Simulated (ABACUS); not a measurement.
Wanted: the native input for an ABACUS 3.10.1 run.

```yaml
Task: band structure
Functional: WC
Potentials_or_basis: PseudoDojo NC SR 0.4 PBEsol stringent
Cutoff: 1102 eV
Density_cutoff: 4408 eV
Basis: plane waves
Occupations: fermi-dirac, width 0.05 eV
Spin: no spin polarisation
Radial_cutoff_of_the_potentials_pseudo_rcut: 10 bohr
Threshold_of_the_eigensolver: 1e-07 Ry
Density: read from an earlier self-consistent run
Path: G-M-K-G-A-L-H-A, L-M, K-H
Points_for_each_segment_of_the_path: 10
SCF_threshold_on_the_density: 1e-08
Max_SCF_steps: 100
Eigensolver: dav
Mixing: broyden
Mixing_share: 0.7
Symmetry_key: -1
```

Crystal: MoS2.

```
CELL_PARAMETERS angstrom
3.22746 0.00000 0.00000
-1.61373 2.79507 0.00000
0.00000 0.00000 6.31247
ATOMIC_POSITIONS crystal
Mo 0.00000 0.00000 0.50000
S 0.66667 0.33333 0.74468
S 0.33333 0.66667 0.25532
```

Measurements of this composition are mostly on another form, of space group No. 194.

The input as run:

INPUT

```
INPUT_PARAMETERS
suffix              MoS2
calculation         nscf
basis_type          pw
pseudo_dir          ./
symmetry            -1
dft_functional      wc
ecutwfc             81.0
pseudo_rcut         10
nspin               1
nbands              23
ks_solver           dav
smearing_method     fd
smearing_sigma      0.00367493
scf_thr             1e-08
scf_nmax            100
mixing_type         broyden
mixing_beta         0.7
init_chg            file
pw_diag_thr         1e-07
out_band            1
kpar                4
```

STRU

```
ATOMIC_SPECIES
Mo 95.9500 Mo.upf
S 32.0600 S.upf

LATTICE_CONSTANT
1.8897261246

LATTICE_VECTORS
3.2274645600 0.0000000000 0.0000000000
-1.6137322800 2.7950662988 0.0000000000
0.0000000000 0.0000000000 6.3124734200

ATOMIC_POSITIONS
Direct

Mo
0.0
1
0.0000000000 0.0000000000 0.5000000000 1 1 1

S
0.0
2
0.6666666667 0.3333333333 0.7446806800 1 1 1
0.3333333333 0.6666666667 0.2553193200 1 1 1
```

KPT

```
K_POINTS
12
Line
0.00000000 0.00000000 0.00000000 10 // G
0.50000000 0.00000000 0.00000000 10 // M
0.33333333 0.33333333 0.00000000 10 // K
0.00000000 0.00000000 0.00000000 10 // G
0.00000000 0.00000000 0.50000000 10 // A
0.50000000 0.00000000 0.50000000 10 // L
0.33333333 0.33333333 0.50000000 10 // H
0.00000000 0.00000000 0.50000000 1 // A
0.50000000 0.00000000 0.50000000 10 // L
0.50000000 0.00000000 0.00000000 1 // M
0.33333333 0.33333333 0.00000000 10 // K
0.33333333 0.33333333 0.50000000 1 // H
```

Potentials or basis: PseudoDojo NC SR 0.4 PBEsol stringent, plane waves.

The run is started by

```console
$ OMP_NUM_THREADS=1 mpirun -np 4 abacus > log
```

It took 15 s on 4 MPI ranks on Intel(R) Xeon(R) Platinum 8488C (Sapphire Rapids) (shared host), peak memory 0.52 GiB a rank.
